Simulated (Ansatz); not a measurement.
# Polymorphs of Cu₃O₄

The calculation used DFT r2SCAN, scalar-relativistic, plane waves, PAW in Ansatz 0.2.0. Settings: cutoff 500 eV, Γ-centred meshes no coarser than 0.19 Å⁻¹ for metals and 0.3 Å⁻¹ for insulators (2π included), Gaussian smearing.

Temperature and zero-point effects are left out. The comparison covers the computed candidates alone. The k mesh leaves about 4 meV/atom of noise in metals. The magnetic state reached may not be the lowest. Compounds of this kind are mostly antiferromagnets with correlated d electrons. The runs began with parallel moments and used no Hubbard U, so such a phase can lie too high, and one that is known to be stable (NiO, say) can come out unstable. Magnetic atoms first started from parallel or listed moments, and other orders weren't tried. The functional can misorder magnetic and non-magnetic phases.

| # | started from | space group | atoms | V (Å³/atom) | ΔE (meV/atom) | gap on mesh (eV) | net m per atom / largest site m (μB) |
| --- | --- | --- | --- | --- | --- | --- | --- |
| 1 | database cell | Ibam (No. 72) | 14 | 10.7 | 0 | 0.00 | 0.26 / 0.93 |
| 2 | database cell | Fm-3m (No. 225) | 14 | 12.5 | 97 | 0.00 | 0.14 / 0.19 |

The lowest structure: Space group Ibam (No. 72), orthorhombic, a = 6.756 Å, b = 7.431 Å, c = 5.967 Å. Cu on Wyckoff site e (4 atoms of the primitive cell) has 4 O at 1.87–1.90 Å; Cu on Wyckoff site c (2 atoms of the primitive cell) is coordinated by 6 O at 1.98–1.99 Å; O on Wyckoff site f (4 atoms of the primitive cell) is coordinated by 4 Cu at 1.90–1.99 Å; O on Wyckoff site j (4 atoms of the primitive cell) is coordinated by 2 Cu at 1.87 Å and 1 Cu at 1.98 Å. Its energy against the elements is -0.59 eV/atom. Energies over the elements count from the lowest elemental structures computed at the same level (O₂ as a molecule), with no empirical corrections.

```cif
data_structure
_symmetry_space_group_name_H-M 'Ibam'
_symmetry_Int_Tables_number 72
_cell_length_a 6.7556
_cell_length_b 7.4307
_cell_length_c 5.9672
_cell_angle_alpha 90.000
_cell_angle_beta 90.000
_cell_angle_gamma 90.000
_cell_volume 299.54
loop_
_atom_site_label
_atom_site_type_symbol
_atom_site_symmetry_multiplicity
_atom_site_Wyckoff_symbol
_atom_site_fract_x
_atom_site_fract_y
_atom_site_fract_z
_atom_site_occupancy
Cu1 Cu 8 e 0.25000 0.75000 0.25000 1
Cu2 Cu 4 c 0.00000 0.00000 0.50000 1
O1 O 8 f 0.30608 0.50000 0.25000 1
O2 O 8 j 0.41662 0.24435 0.00000 1
```

The second: Space group Fm-3m (No. 225), cubic, a = 8.880 Å. Around Cu lie 4 O at 1.85 Å; O has 3 Cu at 1.85 Å.